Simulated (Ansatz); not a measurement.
TiAl2 (Cmmm), work and stress of cleavage

These are results of DFT PBEsol, scalar-relativistic, plane waves, PAW (Ansatz 0.2.0), not measurements. Settings: plane waves to 420 eV, k-mesh 12×12×4 (Γ-centred), Gaussian smearing 0.15 eV. No spin polarisation. Energies are free energies at this smearing, counted from the undisturbed cell; pressure is positive in compression.

The starting cell (relaxed at this level; it needn't be the usual structure):

```
CELL_PARAMETERS angstrom
-3.90067 0.00000 0.00000
0.00000 0.00000 -3.97242
0.00000 -12.05255 0.00000
ATOMIC_POSITIONS crystal
Ti 0.00000 0.00000 0.40622
Ti 0.50000 0.00000 0.90622
Ti 0.00000 0.00000 0.09378
Ti 0.50000 0.00000 0.59378
Al 0.00000 0.00000 0.75000
Al 0.50000 0.00000 0.25000
Al 0.00000 0.50000 0.57710
Al 0.50000 0.50000 0.07710
Al 0.00000 0.50000 0.92290
Al 0.50000 0.50000 0.42290
Al 0.00000 0.50000 0.25000
Al 0.50000 0.50000 0.75000
```

The cut lies on the cell's a–b face, a (0 -1 0) plane (indices in the standard cell, whose axes needn't be the Cartesian ones shown) of area 15.50 Å², between layers 1.86 Å apart. Vector c is lengthened by d along the normal with the atoms' Cartesian places fixed: one unrelaxed cut a cell. The traction is positive where the two halves pull on each other.

| d (Å) | energy (J/m²) | traction (GPa) |
| --- | --- | --- |
| -0.30 | 0.48 | -34.8 |
| -0.15 | 0.11 | -15.4 |
| 0.00 | 0.00 | -0.1 |
| 0.25 | 0.23 | 16.2 |
| 0.50 | 0.72 | 22.1 |
| 0.75 | 1.28 | 22.1 |
| 1.00 | 1.80 | 19.1 |
| 1.50 | 2.58 | 12.3 |
| 2.00 | 3.06 | 7.1 |
| 3.00 | 3.45 | 1.6 |
| 4.50 | 3.53 | 0.1 |
| 6.00 | 3.54 | 0.0 |

What are the work of separation and the cleavage stress, and do they fit the universal binding curve?

The energy levels off near W ≈ 3.54 J/m² (the traction is down to 0.0 GPa), the energy of the two unrelaxed faces, 1.77 J/m² each on average. The largest sampled traction is 22.1 GPa at d = 0.50 Å, and a parabola through it and its two neighbours peaks at σ_max ≈ 22.9 GPa, d ≈ 0.62 Å. The curve E = W[1 − (1 + d/ℓ)exp(−d/ℓ)] peaks in traction at d = ℓ with σ_max = W/(eℓ); with 1 J/m² per Å = 10 GPa this W and σ_max give ℓ = 0.57 Å. A parabola through that curve at the same three d peaks at 0.59 Å, against 0.62 Å here, a fair fit. Real crystals break at far lower stress, because cracks concentrate it, and on the plane of lowest W, which needn't be this one.

The cut is rigid; relaxing the faces lowers these energies and usually the stresses.

In a metal these slopes depend on the k mesh and the smearing.

Cost: 12 runs of about 18 core-minutes in all, on Arm Neoverse V2 (shared hosts).